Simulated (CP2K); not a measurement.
Crystal: WS2 (Tungstenite).

```
W S
1.0
     3.18000    0.00000    0.00000
    -1.59000    2.75396    0.00000
     0.00000    0.00000   12.50000
W S
2 4
Cartesian
  1.5900 0.9180 9.3750
  0.0000 1.8360 3.1250
  1.5900 0.9180 4.6875
  0.0000 1.8360 10.9375
  1.5900 0.9180 1.5625
  0.0000 1.8360 7.8125
```

Base run:

```yaml
Program: CP2K 2026.2
Functional: PBEsol
Dispersion: D3
Potentials_or_basis: POTENTIAL_UZH W GTH-PBE-q14, S GTH-PBE-q6; DZVP-MOLOPT-PBE-GTH basis
Density_cutoff: 6123 eV
k_mesh: 10 × 10 × 3
Occupations: fermi-dirac, width 0.05 eV
Spin: no spin polarisation
```

Its results: band gap on the k mesh 1.08 eV, indirect (least direct gap 2.11 eV); pressure -3.6 GPa; largest force 0.021 eV/Å.

Question: The run is repeated on the same cell with these changes: dispersion from D3 to D3(BJ)+ATM. What comes out?

Answer: Band gap on the k mesh 1.08 eV, indirect (least direct gap 2.11 eV); pressure -4.8 GPa; largest force 0.013 eV/Å.

Caveats: the potentials were made for another functional, which shifts forces and pressure; spin-orbit coupling is left out, which moves the levels of the heavy elements; an odd mesh through Γ misses points on the zone boundary, where band edges often lie; the basis of atomic orbitals isn't converged, which shifts pressures, moduli and gaps.
